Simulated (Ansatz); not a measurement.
# WS2: the cost of one run

Method: DFT PBEsol, scalar-relativistic, in Ansatz 0.2.0.

### Step 1. The structure to begin with

The structure is trigonal, space group R3m (No. 160). Conventional cell: a = 3.158 Å, b = 3.158 Å, c = 18.490 Å, α = 90.00°, β = 90.00°, γ = 120.00°. Around W (site symmetry 3m) lie 6 S at 2.39 to 2.42 Å. S (site symmetry 3m) has 3 W at 2.39 Å in its first shell of neighbours. Around S (site symmetry 3m) lie 3 W at 2.42 Å.

As a file:

```
W S
1.0
     1.57900    0.91164    6.16333
    -1.57900    0.91164    6.16333
     0.00000   -1.82327    6.16333
W S
1 2
Cartesian
  0.0000 0.0000 0.0000
  0.0000 0.0000 13.8730
  0.0000 0.0000 10.7427
```

Atoms are numbered in the order of the input: W1, S2, S3.

### Step 2. Volume × 0.94, LAPW

Contents of input.yaml:

```yaml
crystal:
  lattice:
    - [1.5467668421, 0.8930262526, 6.0375124514]
    - [-1.5467668421, 0.8930262526, 6.0375124514]
    - [0.0, -1.7860525053, 6.0375124514]
  atoms:
    - { symbol: W, position: [0.0, 0.0, 0.0] }
    - { symbol: S, position: [0.7503, 0.7503, 0.7503] }
    - { symbol: S, position: [0.581, 0.581, 0.581] }
kpoints:
  mp_grid: { grid: [15, 15, 15] }
  band_path:
    path:
      - [0.0, 0.0, 0.0]
      - [0.5, 0.5, 0.5]
      - [0.8187478403, 0.1812521597, 0.5]
      - [0.5, -0.1812521597, 0.1812521597]
      - [0.5, 0.0, 0.0]
      - [0.0, 0.0, 0.0]
      - [0.3406260799, -0.3406260799, 0.0]
      - [0.6593739201, 0.0, 0.3406260799]
      - [0.5, 0.0, 0.5]
    npoints: 5
scf:
  occupations: { method: fermi_dirac, width: 0.03 }
hamiltonian:
  xc: pbesol
  pseudopotentials: { kind: all_electron, lapw: { basis_error: 0.001 } }
output:
  forces: true
  stress: true
  eigenvalues: true
```

The run is started by

```
$ ansatz run input.yaml --threads 1 --pin off --max-ram 4096MiB --backend cpu --events-out ev --progress --plain --runs-dir out
```

Q: Estimate wall time and peak memory on 1 thread of Arm Neoverse V2, shared host.

About 7 min, with a peak of 1.4 GiB.
